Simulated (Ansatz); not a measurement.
# BeTe (F-43m) in Ansatz: further runs

Aim: see how the results for BeTe move with the level of theory and the settings. Levels: PBE, PBEsol+D3(BJ), RPBE+D3(BJ), RPBE. Tasks: single point, relaxation of cell and atoms.

Program: Ansatz 0.2.0. These are calculated values, not measurements. Logs are shortened: lines on timing, memory, paths and dates and some standing lists are left out, and cuts for length are marked.

## Step 1: The structure

The structure is cubic, space group F-43m (No. 216). Conventional cell: a = 5.540 Å, b = 5.540 Å, c = 5.540 Å, α = 90.00°, β = 90.00°, γ = 90.00°. Around Te (site symmetry -43m) lie 4 Be at 2.40 Å. Be (site symmetry -43m) has 4 Te at 2.40 Å as nearest neighbours.

## Step 2: Single point, PBE

Contents of input.yaml:

```yaml
crystal:
  lattice:
    - [0.0, 2.77, 2.77]
    - [2.77, 0.0, 2.77]
    - [2.77, 2.77, 0.0]
  atoms:
    - { symbol: Te, position: [0.75, 0.75, 0.75] }
    - { symbol: Be, position: [0.0, 0.0, 0.0] }
kpoints:
  mp_grid: { grid: [8, 8, 8] }
scf:
  occupations: { method: gaussian, width: 0.028 }
hamiltonian:
  xc: pbe
  pseudopotentials: { kind: all_electron, lapw: { basis_error: 0.001 } }
output:
  forces: true
  stress: true
  eigenvalues: true
```

Potentials or basis: all-electron LAPW, scalar-relativistic.

On the command line:

```console
$ ansatz run input.yaml --threads 1 --pin off --max-ram 3072MiB --backend cpu --events-out ev --progress --plain --runs-dir out
```

Output:

```text
Warning: RAYON_NUM_THREADS=1 ignored (pool sized by the plan → 1); use --threads N
LAPW: plane waves up to 7.716 Å⁻¹, error target 1.0e-3 eV per atom; small_component_spin mean_spin; Be in spheres of 0.950 Å, 4 of its electrons in bands, Dirac shells []; Te in spheres of 1.449 Å, 24 of its electrons in bands, Dirac shells [] (how accurate: hamiltonian.pseudopotentials.lapw.basis_error, Limitations)
Engine: ansatz 0.2.0, x86_64-unknown-linux-gnu
Pseudopotentials: kind: all_electron
Pseudopotential: Te, LAPW, valence charge 24, lapw/all_electron/scalar/gaussian/Te, Koelling and Harmon's equation, gaussian nucleus
Pseudopotential: Be, LAPW, valence charge 4, lapw/all_electron/scalar/gaussian/Be, Koelling and Harmon's equation, gaussian nucleus
Functional definition: PBE
  parameter kappa = 0.804
  parameter beta = 0.06672455060314922
  exchange = pbe_x(kappa = kappa, mu = beta*pi^2/3)
  correlation = pbe_c(beta = beta)
Crystal: 2 atoms, lattice volume = 42.508 Å³
Basis set: ecut = 226.84720913705323 eV, 331 PW (Γ), exchange–correlation at level 2
Bands: 18, of which v1, the nominal top of the filled ones, is band 14 counted from 1 (13 counted from 0)
Symmetry: 24 space group operations
Space group: F-43m (ITA 216), of the structure as read, at distance tolerance 3.5e-5 Å
k-points: 29 of 512 (time reversal used)
Non-local potential: Te, projectors of the file, none
Non-local potential: Be, projectors of the file, none
Initial density: superposition of atomic densities (chi_scale 0.1, normalization cell, long waves kept (reshape's long-wave potential 0.00 eV rms))
Initial wavefunctions: plane waves of lowest kinetic energy (no species holds an atomic orbital)
Functional: x = pbe(κ = 0.804, μ = 0.2195149727645171), c = pbe(β = 0.06672455060314922)
iter 1 solved again at ethr=1.83e-3 eV; its pass at ethr=1.00e-1 eV (dr2=5.12e-1 eV) is discarded
SCF iter   1: F=—  HF=-185287.114535 eV  |F-HF|=—  |Δ(HF+E_count)|=         —  Δρ=2.88e-2  dr2=5.13e-1  ethr=1.83e-3  ⟨swp⟩=2.0  Hψ=3757  notcnv=0
preconditioner: auto → none  [insulator: Δε(μ)=1.894 eV  Ē_g=10.510 eV  σ=0.028 eV  W_gap=1.00  n_scr=14 (ndim 8)  ℏωp=16.1 eV  f_vac=0.002  D(μ)=0.00/eV (n_scr^D=0)  ε∞_Penn≈3.3]
SCF iter   2: F=—  HF=-185286.971224 eV  |F-HF|=—  |Δ(HF+E_count)|=   1.43e-1  Δρ=1.06e-2  dr2=5.94e-2  ethr=1.83e-3  ⟨swp⟩=3.0  Hψ=1646  notcnv=0
iter 3 solved again at ethr=8.19e-6 eV; its pass at ethr=2.12e-4 eV (dr2=2.29e-3 eV) is discarded
SCF iter   3: F=—  HF=-185286.964745 eV  |F-HF|=—  |Δ(HF+E_count)|=   6.48e-3  Δρ=2.35e-3  dr2=2.28e-3  ethr=8.19e-6  ⟨swp⟩=2.0  Hψ=2611  notcnv=0
SCF iter   4: F=—  HF=-185286.964807 eV  |F-HF|=—  |Δ(HF+E_count)|=         —  Δρ=5.86e-4  dr2=1.84e-4  ethr=8.14e-6  ⟨swp⟩=3.0  Hψ=1632  notcnv=0
the basis was enlarged: its passes take 457.7 KiB over the memory plan, 1 of 1 planned eigensolver slots
SCF iter   5: F=—  HF=-185286.964872 eV  |F-HF|=—  |Δ(HF+E_count)|=   6.51e-5  Δρ=1.14e-4  dr2=4.94e-6  ethr=6.59e-7  ⟨swp⟩=2.0  Hψ=1450  notcnv=0
SCF iter   6: F=-185286.964881 eV  HF=-185286.964880 eV  |F-HF|=1.23e-7  |Δ(HF+E_count)|=   8.18e-6  Δρ=1.11e-5  dr2=3.51e-8  ethr=1.76e-8  ⟨swp⟩=3.0  Hψ=1544  notcnv=0
SCF 1 converged in 6 iterations: F = -185286.964881 eV  dr2 = 3.51e-8
SCF converged after 6 iterations
Free energy (F): -185286.964881 eV
Harris-Foulkes:  -185286.964880 eV  (|F-HF|=1.23e-7)
Internal energy: -185286.964881 eV  (E = F + TS)
E sigma→0 (E₀):  -185286.964881 eV
Fermi energy:    10.720126 eV
--- Per-component energies (eV) ---
  E_band       = -1302.320291
  E_kinetic    = 195658.128476
  E_xc         = -4870.954359
  E_electrostatic = -376074.138998  (all electrons and nuclei)
  E_smearing   = -0.000000  (= −TS)
  E_closure    = 0.000000  (closes the sum)
  E_atoms      = -185279.416502  (free atoms, spherical and without spin; not in F)
  Σ components = -185286.964881   (vs F -185286.964881, Δ=0.00e0)
  Basis errors (estimates in eV, not in F): energy 5.4e-4 per atom: plane waves 4.9e-4 (2.8e-4 summed), levels above the bands 0.0e0, relativity 7.6e-9, radial functions 4.6e-5, core shells 1.4e-9; eigenvalues (radial functions only) 2.8e-6; not estimated: angular momenta, meshes, grids; target (lapw.basis_error) 1.0e-3; muffin-tin radii Be 0.950 Å, Te 1.449 Å
--- Forces (eV/Å), atoms counted from 1 ---
  atom   1  Te     0.00000000     0.00000000     0.00000000
  atom   2  Be    -0.00000000     0.00000000    -0.00000000
  max |Σ_I F_I| component: 5.09e-17 eV/Å
--- Stress (GPa, compression-positive) ---
        4.276731      -0.000000       0.000000
       -0.000000       4.276731       0.000000
        0.000000       0.000000       4.276731
  P = ⅓ Tr σ = 4.2767 GPa (42.767 kbar)
--- Band table (eV; the first three rows and the last of 29) ---
  k-point 0: bands = ["-149.1512", "-99.1929", "-99.1929", "-99.1929", "-90.5522", "-26.5511", "-26.5511", "-26.5511", "-26.5354", "-26.5354", "-2.8453", "9.7887", "9.7887", "9.7887", "13.3746", "13.3746", "13.3746", "13.9836"]
  k-point 1: bands = ["-149.1512", "-99.1929", "-99.1929", "-99.1929", "-90.5522", "-26.5508", "-26.5505", "-26.5505", "-26.5353", "-26.5353", "-2.6871", "8.4117", "9.5318", "9.5318", "13.4199", "13.7444", "13.7444", "15.2079"]
  k-point 2: bands = ["-149.1512", "-99.1929", "-99.1929", "-99.1929", "-90.5522", "-26.5499", "-26.5492", "-26.5492", "-26.5350", "-26.5350", "-2.2476", "6.3020", "9.0603", "9.0603", "13.2297", "14.3005", "14.3005", "17.0857"]
  k-point 28: bands = ["-149.1512", "-99.1929", "-99.1929", "-99.1929", "-90.5521", "-26.5483", "-26.5476", "-26.5430", "-26.5363", "-26.5334", "-0.7964", "4.9929", "5.8333", "6.3460", "15.1199", "15.3272", "15.4680", "16.1974"]
```

It took 5 s on 1 thread of Intel Xeon Platinum 8488C (Sapphire Rapids), shared host; peak memory 0.29 GiB.

Results:

| Quantity | Value |
| --- | --- |
| Free energy | -185286.9649 eV |
| Pressure | 4.3 GPa |
| Band gap on the k mesh | 1.86 eV, indirect (least direct gap 3.59 eV) |

Caveat: spin-orbit coupling is left out, which moves the levels of the heavy elements. A k mesh can miss the band edges.

## Step 3: Single point, PBE

input.yaml, as its differences from that of step 2:

```diff
@@ -11,3 +11,3 @@
 scf:
-  occupations: { method: gaussian, width: 0.028 }
+  occupations: { method: gaussian, width: 0.026 }
 hamiltonian:
```

Potentials or basis: all-electron LAPW, scalar-relativistic.

On the command line:

```console
$ ansatz run input.yaml --threads 1 --pin off --max-ram 3072MiB --backend cpu --events-out ev --progress --plain --runs-dir out
```

Output:

```text
Warning: RAYON_NUM_THREADS=1 ignored (pool sized by the plan → 1); use --threads N
LAPW: plane waves up to 7.716 Å⁻¹, error target 1.0e-3 eV per atom; small_component_spin mean_spin; Be in spheres of 0.950 Å, 4 of its electrons in bands, Dirac shells []; Te in spheres of 1.449 Å, 24 of its electrons in bands, Dirac shells [] (how accurate: hamiltonian.pseudopotentials.lapw.basis_error, Limitations)
[... 9 set-up lines as earlier in the session ...]
Crystal: 2 atoms, lattice volume = 42.508 Å³
Basis set: ecut = 226.84720913705323 eV, 331 PW (Γ), exchange–correlation at level 2
Bands: 18, of which v1, the nominal top of the filled ones, is band 14 counted from 1 (13 counted from 0)
[... 2 set-up lines as earlier in the session ...]
k-points: 29 of 512 (time reversal used)
[... 5 set-up lines as earlier in the session ...]
iter 1 solved again at ethr=1.83e-3 eV; its pass at ethr=1.00e-1 eV (dr2=5.12e-1 eV) is discarded
SCF iter   1: F=—  HF=-185287.114535 eV  |F-HF|=—  |Δ(HF+E_count)|=         —  Δρ=2.88e-2  dr2=5.13e-1  ethr=1.83e-3  ⟨swp⟩=2.0  Hψ=3757  notcnv=0
preconditioner: auto → none  [insulator: Δε(μ)=1.894 eV  Ē_g=10.510 eV  σ=0.026 eV  W_gap=1.00  n_scr=14 (ndim 8)  ℏωp=16.1 eV  f_vac=0.002  D(μ)=0.00/eV (n_scr^D=0)  ε∞_Penn≈3.3]
SCF iter   2: F=—  HF=-185286.971224 eV  |F-HF|=—  |Δ(HF+E_count)|=   1.43e-1  Δρ=1.06e-2  dr2=5.94e-2  ethr=1.83e-3  ⟨swp⟩=3.0  Hψ=1646  notcnv=0
iter 3 solved again at ethr=8.19e-6 eV; its pass at ethr=2.12e-4 eV (dr2=2.29e-3 eV) is discarded
SCF iter   3: F=—  HF=-185286.964745 eV  |F-HF|=—  |Δ(HF+E_count)|=   6.48e-3  Δρ=2.35e-3  dr2=2.28e-3  ethr=8.19e-6  ⟨swp⟩=2.0  Hψ=2612  notcnv=0
SCF iter   4: F=—  HF=-185286.964807 eV  |F-HF|=—  |Δ(HF+E_count)|=         —  Δρ=5.86e-4  dr2=1.84e-4  ethr=8.14e-6  ⟨swp⟩=3.0  Hψ=1633  notcnv=0
the basis was enlarged: its passes take 457.7 KiB over the memory plan, 1 of 1 planned eigensolver slots
SCF iter   5: F=—  HF=-185286.964872 eV  |F-HF|=—  |Δ(HF+E_count)|=   6.51e-5  Δρ=1.14e-4  dr2=4.94e-6  ethr=6.59e-7  ⟨swp⟩=2.0  Hψ=1450  notcnv=0
SCF iter   6: F=-185286.964881 eV  HF=-185286.964880 eV  |F-HF|=1.23e-7  |Δ(HF+E_count)|=   8.18e-6  Δρ=1.11e-5  dr2=3.51e-8  ethr=1.76e-8  ⟨swp⟩=3.0  Hψ=1544  notcnv=0
SCF 1 converged in 6 iterations: F = -185286.964881 eV  dr2 = 3.51e-8
SCF converged after 6 iterations
Free energy (F): -185286.964881 eV
Harris-Foulkes:  -185286.964880 eV  (|F-HF|=1.23e-7)
Internal energy: -185286.964881 eV  (E = F + TS)
E sigma→0 (E₀):  -185286.964881 eV
Fermi energy:    10.720126 eV
--- Per-component energies (eV) ---
  E_band       = -1302.320291
  E_kinetic    = 195658.128476
  E_xc         = -4870.954359
  E_electrostatic = -376074.138998  (all electrons and nuclei)
  E_smearing   = -0.000000  (= −TS)
  E_closure    = 0.000000  (closes the sum)
  E_atoms      = -185279.416502  (free atoms, spherical and without spin; not in F)
  Σ components = -185286.964881   (vs F -185286.964881, Δ=0.00e0)
  Basis errors (estimates in eV, not in F): energy 5.4e-4 per atom: plane waves 4.9e-4 (2.8e-4 summed), levels above the bands 0.0e0, relativity 7.8e-9, radial functions 4.6e-5, core shells 1.4e-9; eigenvalues (radial functions only) 2.8e-6; not estimated: angular momenta, meshes, grids; target (lapw.basis_error) 1.0e-3; muffin-tin radii Be 0.950 Å, Te 1.449 Å
--- Forces (eV/Å), atoms counted from 1 ---
  atom   1  Te     0.00000000     0.00000000    -0.00000000
  atom   2  Be    -0.00000000     0.00000000    -0.00000000
  max |Σ_I F_I| component: 4.86e-17 eV/Å
--- Stress (GPa, compression-positive) ---
        4.276731       0.000000       0.000000
        0.000000       4.276731       0.000000
        0.000000       0.000000       4.276731
  P = ⅓ Tr σ = 4.2767 GPa (42.767 kbar)
--- Band table (eV; the first three rows and the last of 29) ---
  k-point 0: bands = ["-149.1512", "-99.1929", "-99.1929", "-99.1929", "-90.5522", "-26.5511", "-26.5511", "-26.5511", "-26.5354", "-26.5354", "-2.8453", "9.7887", "9.7887", "9.7887", "13.3746", "13.3746", "13.3746", "13.9836"]
  k-point 1: bands = ["-149.1512", "-99.1929", "-99.1929", "-99.1929", "-90.5522", "-26.5508", "-26.5505", "-26.5505", "-26.5353", "-26.5353", "-2.6871", "8.4117", "9.5318", "9.5318", "13.4199", "13.7444", "13.7444", "15.2079"]
  k-point 2: bands = ["-149.1512", "-99.1929", "-99.1929", "-99.1929", "-90.5522", "-26.5499", "-26.5492", "-26.5492", "-26.5350", "-26.5350", "-2.2476", "6.3020", "9.0603", "9.0603", "13.2297", "14.3005", "14.3005", "17.0857"]
  k-point 28: bands = ["-149.1512", "-99.1929", "-99.1929", "-99.1929", "-90.5521", "-26.5483", "-26.5476", "-26.5430", "-26.5363", "-26.5334", "-0.7964", "4.9929", "5.8333", "6.3460", "15.1199", "15.3272", "15.4680", "16.1974"]
```

Wall time 4.3 s (1 thread of Intel Xeon Platinum 8488C (Sapphire Rapids), shared host); peak memory 0.29 GiB.

Results:

* Free energy: -185286.9649 eV
* Pressure: 4.3 GPa
* Band gap on the k mesh: 1.86 eV, indirect (least direct gap 3.59 eV)

Caveat: spin-orbit coupling is left out, which moves the levels of the heavy elements. PBE gaps usually lie below the measured ones, often by a third to a half.

## Step 4: Relaxation of cell and atoms, PBEsol+D3(BJ)

input.yaml, as its differences from that of step 3:

```diff
@@ -11,5 +11,6 @@
 scf:
-  occupations: { method: gaussian, width: 0.026 }
+  occupations: { method: fermi_dirac, width: 0.05 }
 hamiltonian:
-  xc: pbe
+  xc: pbesol
+  dispersion: d3bj
   pseudopotentials: { kind: all_electron, lapw: { basis_error: 0.001 } }
@@ -18,2 +19,5 @@
   stress: true
-  eigenvalues: true
+relax:
+  f_tol: 0.02
+  max_steps: 60
+  cell: {}
```

On the command line:

```console
$ ansatz run input.yaml --threads 1 --pin off --max-ram 3072MiB --backend cpu --events-out ev --progress --plain --runs-dir out
```

It took 8.6 s on 1 thread of Intel Xeon Platinum 8488C (Sapphire Rapids), shared host; peak memory 0.31 GiB.

Results (log left out):

| Property | Result |
| --- | --- |
| Free energy | -185206.7779 eV |
| Relaxed volume | 21.19 Å³/atom |
| Relaxed cell | a = 3.914 Å, b = 3.914 Å, c = 3.914 Å, α = 60.00°, β = 60.00°, γ = 60.00° |
| Space group after relaxing (to 0.05 Å) | F-43m (No. 216) |
| Energy gained by relaxing | 0.0 meV/atom |
| Ionic steps | 3 |
| Pressure after relaxing | 0.0 GPa |
| Band gap on the k mesh | 1.74 eV |

Final structure:
```
Te Be
1.0
     0.00000    2.76729    2.76729
     2.76729    0.00000    2.76729
     2.76729    2.76729    0.00000
Te Be
1 1
Cartesian
  4.1509 4.1509 4.1509
  0.0000 0.0000 0.0000
```

Caveat: spin-orbit coupling is left out, which moves the levels of the heavy elements.

(Continued in part 2 of 2.)
